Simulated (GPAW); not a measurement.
Crystal: Nb.

```xyz
1
Lattice="-1.6640 1.6640 1.6640 1.6640 -1.6640 1.6640 1.6640 1.6640 -1.6640" Properties=species:S:1:pos:R:3 pbc="T T T"
Nb    0.0000    0.0000    0.0000
```

Base run:

| Property | Result |
| --- | --- |
| Program | GPAW 26.7.0 |
| Functional | PBEsol |
| Potentials or basis | PAW data sets generated in the run's folder for this functional |
| Cutoff | 600 eV |
| Basis | pw |
| k mesh | 11 × 11 × 11 |
| Occupations | fermi-dirac, width 0.05 eV |
| Spin | no spin polarisation |

Its results: pressure -8.5 GPa.

Question: The run is repeated on the same cell with these changes: functional from PBEsol to BLYP; band points from 100 to 80. What comes out?

Answer: Pressure 3.1 GPa.
